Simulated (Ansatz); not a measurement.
# How much does C in Ta(100), 2x2 scatter?, part 3 of 3

Aim: the resistance that C in Ta(100), 2x2 adds to the host.

Ansatz 0.2.0; Ansatz plane-wave DFT, PBE, PAW files; ballistic transport by layer matching (Landauer), zero bias; PAW set soft_1 (the session's first sound run).

So far, resistivity per at.% scaled from this dense plane, with the factor 3/4 for isotropic scattering (µΩ cm): step 3 (resistance at ideal sites) 2.53.

### 5. Transmission after relaxation, relaxed yes

The transmission is solved again on the relaxed atoms.

This step: Ansatz plane-wave DFT, PBE, PAW files; ballistic transport by layer matching (Landauer), zero bias; PAW set soft_1 (Ansatz 0.2.0).

Input file input.yaml:

```yaml
crystal:
  lattice:
    - [6.60512, 0.0, 0.0]
    - [0.0, 6.60512, 0.0]
    - [0.0, 0.0, 29.72304]
  atoms:
    - { symbol: Ta, position: [0.0, 0.0, 0.0277777778] }
    - { symbol: Ta, position: [0.0, 0.5, 0.0277777778] }
    - { symbol: Ta, position: [0.5, 0.0, 0.0277777778] }
    - { symbol: Ta, position: [0.5, 0.5, 0.0277777778] }
    - { symbol: Ta, position: [0.25, 0.25, 0.0833333333] }
    - { symbol: Ta, position: [0.25, 0.75, 0.0833333333] }
    - { symbol: Ta, position: [0.75, 0.25, 0.0833333333] }
    - { symbol: Ta, position: [0.75, 0.75, 0.0833333333] }
    - { symbol: Ta, position: [0.0, 0.0, 0.1388888889] }
    - { symbol: Ta, position: [0.0, 0.5, 0.1388888889] }
    - { symbol: Ta, position: [0.5, 0.0, 0.1388888889] }
    - { symbol: Ta, position: [0.5, 0.5, 0.1388888889] }
    - { symbol: Ta, position: [0.25, 0.25, 0.1944444444] }
    - { symbol: Ta, position: [0.25, 0.75, 0.1944444444] }
    - { symbol: Ta, position: [0.75, 0.25, 0.1944444444] }
    - { symbol: Ta, position: [0.75, 0.75, 0.1944444444] }
    - { symbol: Ta, position: [0.0, 0.0, 0.25] }
    - { symbol: Ta, position: [0.0, 0.5, 0.25] }
    - { symbol: Ta, position: [0.5, 0.0, 0.25] }
    - { symbol: Ta, position: [0.5, 0.5, 0.25] }
    - { symbol: Ta, position: [0.2501680014, 0.2501680014, 0.304510709] }
    - { symbol: Ta, position: [0.2501680014, 0.7498319986, 0.304510709] }
    - { symbol: Ta, position: [0.7498319986, 0.2501680014, 0.304510709] }
    - { symbol: Ta, position: [0.7498319986, 0.7498319986, 0.304510709] }
    - { symbol: Ta, position: [0.0, 0.0, 0.3594942631] }
    - { symbol: Ta, position: [0.0, 0.5, 0.3593633378] }
    - { symbol: Ta, position: [0.5, 0.0, 0.3593633378] }
    - { symbol: Ta, position: [0.5, 0.5, 0.3588659748] }
    - { symbol: Ta, position: [0.2433437102, 0.2433437102, 0.4142749705] }
    - { symbol: Ta, position: [0.2433437102, 0.7566562898, 0.4142749705] }
    - { symbol: Ta, position: [0.7566562898, 0.2433437102, 0.4142749705] }
    - { symbol: Ta, position: [0.7566562898, 0.7566562898, 0.4142749705] }
    - { symbol: Ta, position: [0.0, 0.0, 0.4722602236] }
    - { symbol: Ta, position: [0.0, 0.5, 0.4706263075] }
    - { symbol: Ta, position: [0.5, 0.0, 0.4706263075] }
    - { symbol: Ta, position: [0.5, 0.5, 0.4590212206] }
    - { symbol: Ta, position: [0.2591284297, 0.2591284297, 0.5273774496] }
    - { symbol: Ta, position: [0.2591284297, 0.7408715703, 0.5273774496] }
    - { symbol: Ta, position: [0.7408715703, 0.2591284297, 0.5273774496] }
    - { symbol: Ta, position: [0.7408715703, 0.7408715703, 0.5273774496] }
    - { symbol: Ta, position: [0.0, 0.0, 0.5824410325] }
    - { symbol: Ta, position: [0.0, 0.5, 0.5840881789] }
    - { symbol: Ta, position: [0.5, 0.0, 0.5840881789] }
    - { symbol: Ta, position: [0.5, 0.5, 0.5957278676] }
    - { symbol: Ta, position: [0.2433192193, 0.2433192193, 0.6404632482] }
    - { symbol: Ta, position: [0.2433192193, 0.7566807807, 0.6404632482] }
    - { symbol: Ta, position: [0.7566807807, 0.2433192193, 0.6404632482] }
    - { symbol: Ta, position: [0.7566807807, 0.7566807807, 0.6404632482] }
    - { symbol: Ta, position: [0.0, 0.0, 0.6952655803] }
    - { symbol: Ta, position: [0.0, 0.5, 0.6954136379] }
    - { symbol: Ta, position: [0.5, 0.0, 0.6954136379] }
    - { symbol: Ta, position: [0.5, 0.5, 0.6959105448] }
    - { symbol: C, position: [0.5, 0.5, 0.5273781561] }
    - { symbol: Ta, position: [0.25, 0.25, 0.75] }
    - { symbol: Ta, position: [0.25, 0.75, 0.75] }
    - { symbol: Ta, position: [0.75, 0.25, 0.75] }
    - { symbol: Ta, position: [0.75, 0.75, 0.75] }
    - { symbol: Ta, position: [0.0, 0.0, 0.8055555556] }
    - { symbol: Ta, position: [0.0, 0.5, 0.8055555556] }
    - { symbol: Ta, position: [0.5, 0.0, 0.8055555556] }
    - { symbol: Ta, position: [0.5, 0.5, 0.8055555556] }
    - { symbol: Ta, position: [0.25, 0.25, 0.8611111111] }
    - { symbol: Ta, position: [0.25, 0.75, 0.8611111111] }
    - { symbol: Ta, position: [0.75, 0.25, 0.8611111111] }
    - { symbol: Ta, position: [0.75, 0.75, 0.8611111111] }
    - { symbol: Ta, position: [0.0, 0.0, 0.9166666667] }
    - { symbol: Ta, position: [0.0, 0.5, 0.9166666667] }
    - { symbol: Ta, position: [0.5, 0.0, 0.9166666667] }
    - { symbol: Ta, position: [0.5, 0.5, 0.9166666667] }
    - { symbol: Ta, position: [0.25, 0.25, 0.9722222222] }
    - { symbol: Ta, position: [0.25, 0.75, 0.9722222222] }
    - { symbol: Ta, position: [0.75, 0.25, 0.9722222222] }
    - { symbol: Ta, position: [0.75, 0.75, 0.9722222222] }
kpoints:
  mp_grid: { grid: [4, 4, 1] }
hamiltonian:
  xc: pbe
  pseudopotentials: { kind: paw, azcp: { folder: soft_1 } }
scf:
  occupations: { method: fermi_dirac, width: 0.1 }
output:
  transmission: { leads: [[0, 4]], kmesh: [8, 8], e_range: [-0.05, 0.05], de: 0.05 }
  write_potential: true
  write_density: true
  volumetric_format: npy
```

Started as:

```
ansatz run input.yaml --threads 4 --pin off --max-ram 15360MiB --backend cpu --events-out ev --progress --plain --runs-dir out
```

Numbers of over 12 decimals in the logs are rounded to 6 here.

Log:

```text
[...]
Crystal: 73 atoms, lattice volume = 1296.745 Å³
Basis set: ecut = 420 eV, 25307 PW (Γ)
Bands: 564, of which v1, the nominal top of the filled ones, is band 470 counted from 1 (469 counted from 0)
Symmetry: 8 space group operations
[...]
k-points: 6 of 16
[...]
SCF iter   1: F=—  HF=-715485.601906 eV  |F-HF|=—  |Δ(HF+E_count)|=         —  Δρ=7.08e-2  dr2=6.20e3  ethr=3.10e-3  ⟨swp⟩=6.3  Hψ=13754  notcnv=0  defer=4
[...]
SCF iter  11: F=-715445.552271 eV  HF=-715445.552271 eV  |F-HF|=3.38e-9  |Δ(HF+E_count)|=   4.24e-8  Δρ=3.35e-7  dr2=3.80e-9  ethr=1.06e-11  ⟨swp⟩=14.5  Hψ=12043  notcnv=0
SCF 1 converged in 11 iterations: F = -715445.552271 eV  dr2 = 3.80e-9
[...]
transmission: 86 of 825 steps passed
transmission: 168 of 825 steps passed
[...]
transmission: 825 of 825 steps passed
SCF converged after 11 iterations
Free energy (F): -715445.552271 eV
[...]
Internal energy: -715442.531251 eV  (E = F + TS)
E sigma→0 (E₀):  -715444.041761 eV
Entropy (-TS):   -3.021019 eV (-41.384 meV/atom)
Fermi energy:    18.598342 eV
[...]
--- Band table (eV; the first three rows and the last of 6) ---
  k-point 0: bands = [... 466 lower, 19.2505, 19.2505, 19.2609, 19.2609, 19.2797, 19.2797, 19.2828, 19.2969, ... 90 higher]
  k-point 1: bands = [... 466 lower, 18.8956, 18.8982, 18.9058, 18.9129, 18.9286, 19.0182, 19.0495, 19.0651, ... 90 higher]
  k-point 2: bands = [... 466 lower, 18.4194, 18.5092, 18.5244, 18.5437, 18.5494, 18.5957, 18.6173, 18.6253, ... 90 higher]
  k-point 5: bands = [... 466 lower, 17.9301, 17.9576, 17.9589, 17.9767, 17.9767, 17.9941, 17.9981, 18.0272, ... 90 higher]
--- Transmission ---
  basis      : 377 plane waves across, 55 finite elements along
  points     : 15, standing for a mesh of 8 x 8
[...]
channels       : 1.048438e1 a spin
[...]
junction   : crystal 0 to crystal 0, 0.70 to 28.77 Å
    transmission   : 6.591601e0 a spin
[...]
```

It took 21 min on 4 threads of Arm Neoverse N1, shared host; peak memory 9.2 GiB; 80 min of CPU time.

This step gave:

- free energy: -715445.5523 eV
- energy at zero smearing: -715444.0418 eV
- transmission per spin nearest the Fermi level: 6.592

Per spin. Table of transmission, zone mean by energy, zero at the Fermi level:

| energy (eV) | transmission, zone mean |
| --- | --- |
| -0.0500 | 6.54 |
| 0.0000 | 6.59 |
| 0.0500 | 6.28 |

Transmission over k1 and k2. At 0.0000 eV from the Fermi level.

Ten even steps from '_' (3.46) to '@' (8.80):
```
..__::******::__
--::##@@@@@@##::
****@@######@@**
%%**@@######@@**
****@@######@@**
--::##@@@@@@##::
..__::******::__
__..--**%%**--..
```
Columns: k1 (b1) from -0.5 to 0.375; rows upwards: k2 (b2) from -0.5 to 0.375.

Over the solved energies the transmission per spin lies between 6.28 and 6.59, out of 10.2 channels of the lead on average (up to 10.5).

### 6. Resistance after relaxation

This step: Ansatz plane-wave DFT, PBE, PAW files; ballistic transport by layer matching (Landauer), zero bias; area resistance of the defect plane and resistivity an atomic per cent; PAW set soft_1 (Ansatz 0.2.0).

This step gave:

```
area resistance                                                                                 : 0.3191 fΩ m²
T over the leads' mean channel count                                                            : 0.6334
resistivity per at.% scaled from this dense plane, with the factor 3/4 for isotropic scattering : 5.798 µΩ cm
```

Averaged over the energies near the Fermi level, 63.3 % of the channels pass, which makes 0.319 fΩ m², against 0.139 on ideal sites.

### 7. Summary of results

| Item | Value |
| --- | --- |
| share of channels that pass, rigid | 0.798 |
| area resistance, rigid | 0.139 fΩ m² |
| resistivity per at.% from the area resistance, times 3/4, rigid | 2.53 µΩ cm |
| share of channels that pass, relaxed | 0.633 |
| area resistance, relaxed | 0.319 fΩ m² |
| resistivity per at.% from the area resistance, times 3/4, relaxed | 5.80 µΩ cm |

The plane of defects adds 0.32 fΩ m². Scaled to one atomic per cent that is 7.7 µΩ cm as it stands and 5.8 with the factor 3/4 for isotropic scattering on a spherical Fermi surface; with the reflection in place of the resistance taken as linear in the density it would be 3.7. These are rough estimates of the dilute value, not bounds. One C in each 2x2 cell reflects 37 % of the lead's channels. The relaxed cell differs by 129 % in resistance; between the two runs the lead's own channel count goes from 10.3 to 10.2, so sampling may have a part in it. The defects form a dense periodic sheet that scatters coherently, unlike a dilute random alloy. T and N are means over the solved energies nearest the Fermi level. Spin-orbit coupling is left out, which matters for Ta.

[Logs are printed without paths, hosts, clocks, repeated set-up lines and the standing remarks that a program may print on its own settings, such as how far it seeks lower states.]

[Hosts, paths, dates, database ids (printed as entryN), source tags and the programs' standing remarks are cut or masked in the printed files.]
